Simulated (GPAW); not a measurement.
Crystal: PbSe (Clausthalite).

```
Pb Se
1.0
     0.00000    3.06065    3.06065
     3.06065    0.00000    3.06065
     3.06065    3.06065    0.00000
Pb Se
1 1
Direct
  0.00000 0.00000 0.00000
  0.50000 0.50000 0.50000
```

- Program: GPAW 26.7.0
- Task: single point
- Functional: PBE
- Potentials or basis: GPAW PAW data sets (gpaw-data 1.2.1)
- Cutoff: 600 eV
- Basis: pw
- k mesh: 8 × 8 × 8
- Occupations: fermi-dirac, width 0.05 eV
- Spin: no spin polarisation

On this cell: pressure 2.2 GPa; largest force zero by symmetry; band gap on the k mesh 0.24 eV, direct.

The same run follows on a disturbed copy (atoms moved at random, drawn with an rms of 0.05 Å):

```
CELL_PARAMETERS angstrom
0.00000 3.06065 3.06065
3.06065 0.00000 3.06065
3.06065 3.06065 0.00000
ATOMIC_POSITIONS crystal
Pb 0.99775 0.99684 0.99940
Se 0.50309 0.50000 0.49270
```

Question: What does the disturbed cell give?

Answer: The energy moves by +0.1 meV/atom; pressure 2.2 GPa; largest force 0.013 eV/Å; band gap on the k mesh 0.25 eV, direct.

Forces in eV/Å, atoms in the order of the input:
```
Pb  -0.005 -0.002  0.012
Se   0.005  0.002 -0.012
```

Caveats: spin-orbit coupling is left out, which as a rule narrows the gap of such compounds by several tenths of an eV.

A k mesh can miss the band edges.
